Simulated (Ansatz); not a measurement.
The system is RbCl.

```
CELL_PARAMETERS angstrom
0.00000 3.27400 3.27400
3.27400 0.00000 3.27400
3.27400 3.27400 0.00000
ATOMIC_POSITIONS crystal
Rb 0.00000 0.00000 0.00000
Cl 0.50000 0.50000 0.50000
```

```yaml
Program: Ansatz 0.2.0
Task: single point
Functional: PBE
Potentials_or_basis: all-electron LAPW, scalar-relativistic
Cutoff: 130 eV (chosen from the basis error)
Basis_error_allowed: 0.001 eV/atom
k_mesh: 7 × 7 × 7
Occupations: fermi-dirac, width 0.05 eV
Spin: no spin polarisation
```

On this cell: pressure 1.2 GPa; largest force zero by symmetry; band gap on the k mesh 5.05 eV, direct.

The same run follows on a disturbed copy (atoms moved at random, drawn with an rms of 0.05 Å):

```xyz
2
Lattice="0.0000 3.2740 3.2740 3.2740 0.0000 3.2740 3.2740 3.2740 0.0000" Properties=species:S:1:pos:R:3 pbc="T T T"
Rb    0.0263   -0.0189   -0.0320
Cl    3.2846    3.2465    3.2184
```

What changes?

The energy moves by +0.3 meV/atom; pressure 1.2 GPa; largest force 0.040 eV/Å; band gap on the k mesh 5.05 eV, direct.

Forces in eV/Å, atoms in the order of the input:
```
Rb  -0.021 -0.012 -0.032
Cl   0.021  0.012  0.032
```

Caveats: an odd mesh through Γ misses points on the zone boundary, where band edges often lie.
